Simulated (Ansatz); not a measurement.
# Two Ansatz runs on K

Structure from Materials Project entry mp-10157 (possibly hypothetical), not relaxed further. The listed cell was then made from it by scaling, straining or moving an atom.

First run: DFT, r2SCAN, all-electron PAW with datasets made for the crystal, scalar-relativistic (Ansatz 0.2.0).

Command: `ansatz run input.yaml --threads 1 --pin off --max-ram 2048MiB --backend cpu --events-out ev --progress --plain --runs-dir out` The run took about 11 s on 1 thread of a shared machine.

```yaml
crystal:
  lattice:
    - [-0.1356749127, 3.3240353616, 3.3240353616]
    - [3.3240353616, -0.1356749127, 3.3240353616]
    - [3.3240353616, 3.3240353616, -0.1356749127]
  atoms:
    - { symbol: K, position: [0.0, 0.0, 0.0] }
kpoints:
  mp_grid: { grid: [11, 11, 11] }
scf:
  occupations: { method: fermi_dirac, width: 0.05 }
hamiltonian:
  xc: r2scan
  pseudopotentials: { kind: all_electron, datasets: crystal }
output:
  forces: true
  stress: true
  eigenvalues: true
  efg: { contact_densities: true }
```

Result: converged; pressure -0.04 GPa; 11 SCF iterations.

The input is then changed:

```diff
@@ -5,11 +5,11 @@
     - [3.3240353616, 3.3240353616, -0.1356749127]
   atoms:
-    - { symbol: K, position: [0.0, 0.0, 0.0] }
+    - { symbol: K, position: [0.0, 0.0, 0.0], spin: 4.0 }
 kpoints:
-  mp_grid: { grid: [11, 11, 11] }
+  mp_grid: { grid: [7, 7, 7] }
 scf:
   occupations: { method: fermi_dirac, width: 0.05 }
 hamiltonian:
-  xc: r2scan
+  xc: lda
   pseudopotentials: { kind: all_electron, datasets: crystal }
 output:
@@ -18,3 +18,5 @@
   eigenvalues: true
   efg: { contact_densities: true }
+magnetization:
+  spin_polarized: true
```

Problem. What does the second run give?

Solution. It converged; pressure -0.60 GPa; moment 0.00 μB; 8 SCF iterations. Some of these settings are too coarse for converged properties.
